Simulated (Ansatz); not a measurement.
A relaxation computed with Ansatz, from input to last step.

```yaml
crystal:
  lattice:
    - [3.6871233818, 0.0, 0.0]
    - [-1.8435616909, 3.1931425155, 0.0]
    - [0.0, 0.0, 30.1473434935]
  atoms:
    - { symbol: Zn, position: [0.0, 0.0, 0.5998990683] }
    - { symbol: Zn, position: [0.6666666667, 0.3333333333, 0.2001439064] }
    - { symbol: Zn, position: [0.6666666667, 0.3333333333, 0.7999221532] }
    - { symbol: Zn, position: [0.3333333333, 0.6666666667, 0.6998279676] }
    - { symbol: Zn, position: [0.0, 0.0, 0.3000825014] }
    - { symbol: Zn, position: [0.0, 0.0, 0.0001065194] }
    - { symbol: Zn, position: [0.3333333333, 0.6666666667, 0.9000394405] }
    - { symbol: Zn, position: [0.6666666667, 0.3333333333, 0.4999603592] }
    - { symbol: Zn, position: [0.3333333333, 0.6666666667, 0.1002330995] }
    - { symbol: Zn, position: [0.3333333333, 0.6666666667, 0.4000214031] }
    - { symbol: S, position: [0.0, 0.0, 0.075172658] }
    - { symbol: S, position: [0.0, 0.0, 0.6748298212] }
    - { symbol: S, position: [0.3333333333, 0.6666666667, 0.9749417401] }
    - { symbol: S, position: [0.3333333333, 0.6666666667, 0.4749531519] }
    - { symbol: S, position: [0.6666666667, 0.3333333333, 0.5748921035] }
    - { symbol: S, position: [0.3333333333, 0.6666666667, 0.7747540837] }
    - { symbol: S, position: [0.6666666667, 0.3333333333, 0.2750757326] }
    - { symbol: S, position: [0.3333333333, 0.6666666667, 0.1751407545] }
    - { symbol: S, position: [0.0, 0.0, 0.3750140824] }
    - { symbol: S, position: [0.6666666667, 0.3333333333, 0.8749884234] }
basis:
  ecutwfc: 420
kpoints:
  mp_grid: { grid: [12, 12, 1] }
hamiltonian:
  xc: pbe
scf:
  occupations: { method: gaussian, width: 0.02 }
output:
  forces: true
  stress: true
  eigenvalues: true
relax:
  adjacent_minimum: "off"
  f_tol: 0.01
  max_steps: 30
  cell: { stress_tol: 0.1, fix: [volume] }
```

```bash
ansatz run input.yaml --threads 4 --pin off --max-ram 10240MiB --backend cpu --events-out ev --progress --plain --runs-dir out
```

All numbers below come from Ansatz 0.2.0, DFT PBE, scalar-relativistic, plane waves, PAW.

The volume is held at 0.88 times that of the relaxed cell.

Of 3 frames 3 are shown, positions in Å and forces in eV/Å; the SCF threshold varies from step to step. Steps run on the plane waves of an earlier cell, with a Pulay correction in the pressure. The basis is chosen afresh for the last frame, the zero of the energies, and at times for earlier ones too; energy and pressure step there, also at an unchanged geometry.

```xyz
20
Lattice="3.6871 0.0000 0.0000 -1.8436 3.1931 0.0000 0.0000 0.0000 30.1473" Properties=species:S:1:pos:R:3:forces:R:3 pbc="T T T" step=1 free_energy_over_end_meV_per_atom=0.00 pressure_GPa=11.78
Zn    0.0000    0.0000   18.0854    0.0000    0.0000    0.0032
Zn    1.8436    1.0644    6.0338    0.0000    0.0000    0.0037
Zn    1.8436    1.0644   24.1155    0.0000    0.0000    0.0060
Zn    0.0000    2.1288   21.0980    0.0000    0.0000    0.0042
Zn    0.0000    0.0000    9.0467    0.0000    0.0000    0.0035
Zn    0.0000    0.0000    0.0032    0.0000    0.0000    0.0062
Zn    0.0000    2.1288   27.1338    0.0000    0.0000    0.0138
Zn    1.8436    1.0644   15.0725    0.0000    0.0000    0.0034
Zn    0.0000    2.1288    3.0218    0.0000    0.0000    0.0129
Zn    0.0000    2.1288   12.0596    0.0000    0.0000    0.0034
S     0.0000    0.0000    2.2663    0.0000    0.0000   -0.0092
S     0.0000    0.0000   20.3443    0.0000    0.0000   -0.0030
S     0.0000    2.1288   29.3919    0.0000    0.0000   -0.0110
S     0.0000    2.1288   14.3186    0.0000    0.0000   -0.0034
S     1.8436    1.0644   17.3315    0.0000    0.0000   -0.0034
S     0.0000    2.1288   23.3568    0.0000    0.0000   -0.0084
S     1.8436    1.0644    8.2928    0.0000    0.0000   -0.0036
S     0.0000    2.1288    5.2800    0.0000    0.0000   -0.0060
S     0.0000    0.0000   11.3057    0.0000    0.0000   -0.0033
S     1.8436    1.0644   26.3786    0.0000    0.0000   -0.0089
20
Lattice="3.6867 0.0000 0.0000 -1.8433 3.1928 0.0000 0.0000 0.0000 30.1545" Properties=species:S:1:pos:R:3:forces:R:3 pbc="T T T" step=2 free_energy_over_end_meV_per_atom=0.00 pressure_GPa=11.78
Zn    0.0000    0.0000   18.0896    0.0000    0.0000    0.0031
Zn    1.8433    1.0643    6.0360    0.0000    0.0000    0.0033
Zn    1.8433    1.0643   24.1211    0.0000    0.0000    0.0049
Zn    0.0000    2.1285   21.1027    0.0000    0.0000    0.0036
Zn    0.0000    0.0000    9.0494    0.0000    0.0000    0.0033
Zn    0.0000    0.0000    0.0037    0.0000    0.0000    0.0050
Zn    0.0000    2.1285   27.1407    0.0000    0.0000    0.0086
Zn    1.8433    1.0643   15.0762    0.0000    0.0000    0.0032
Zn    0.0000    2.1285    3.0236    0.0000    0.0000    0.0081
Zn    0.0000    2.1285   12.0628    0.0000    0.0000    0.0032
S     0.0000    0.0000    2.2667    0.0000    0.0000   -0.0067
S     0.0000    0.0000   20.3485    0.0000    0.0000   -0.0031
S     0.0000    2.1285   29.3985    0.0000    0.0000   -0.0070
S     0.0000    2.1285   14.3217    0.0000    0.0000   -0.0032
S     1.8433    1.0643   17.3351    0.0000    0.0000   -0.0032
S     0.0000    2.1285   23.3613    0.0000    0.0000   -0.0049
S     1.8433    1.0643    8.2949    0.0000    0.0000   -0.0033
S     0.0000    2.1285    5.2816    0.0000    0.0000   -0.0053
S     0.0000    0.0000   11.3083    0.0000    0.0000   -0.0032
S     1.8433    1.0643   26.3841    0.0000    0.0000   -0.0066
20
Lattice="3.6867 0.0000 0.0000 -1.8433 3.1928 0.0000 0.0000 0.0000 30.1545" Properties=species:S:1:pos:R:3:forces:R:3 pbc="T T T" step=3 free_energy_over_end_meV_per_atom=0.00 pressure_GPa=11.78
Zn    0.0000    0.0000   18.0896    0.0000    0.0000    0.0031
Zn    1.8433    1.0643    6.0360    0.0000    0.0000    0.0033
Zn    1.8433    1.0643   24.1211    0.0000    0.0000    0.0049
Zn    0.0000    2.1285   21.1027    0.0000    0.0000    0.0036
Zn    0.0000    0.0000    9.0494    0.0000    0.0000    0.0033
Zn    0.0000    0.0000    0.0037    0.0000    0.0000    0.0050
Zn    0.0000    2.1285   27.1407    0.0000    0.0000    0.0086
Zn    1.8433    1.0643   15.0762    0.0000    0.0000    0.0032
Zn    0.0000    2.1285    3.0236    0.0000    0.0000    0.0081
Zn    0.0000    2.1285   12.0628    0.0000    0.0000    0.0032
S     0.0000    0.0000    2.2667    0.0000    0.0000   -0.0067
S     0.0000    0.0000   20.3485    0.0000    0.0000   -0.0031
S     0.0000    2.1285   29.3985    0.0000    0.0000   -0.0070
S     0.0000    2.1285   14.3217    0.0000    0.0000   -0.0032
S     1.8433    1.0643   17.3351    0.0000    0.0000   -0.0032
S     0.0000    2.1285   23.3613    0.0000    0.0000   -0.0049
S     1.8433    1.0643    8.2949    0.0000    0.0000   -0.0033
S     0.0000    2.1285    5.2816    0.0000    0.0000   -0.0053
S     0.0000    0.0000   11.3083    0.0000    0.0000   -0.0032
S     1.8433    1.0643   26.3841    0.0000    0.0000   -0.0066
```

It took 110 s on 4 threads of Intel(R) Xeon(R) Processor @ 2.50GHz (Skylake/Cascade Lake) (shared host), peak memory 1.4 GiB.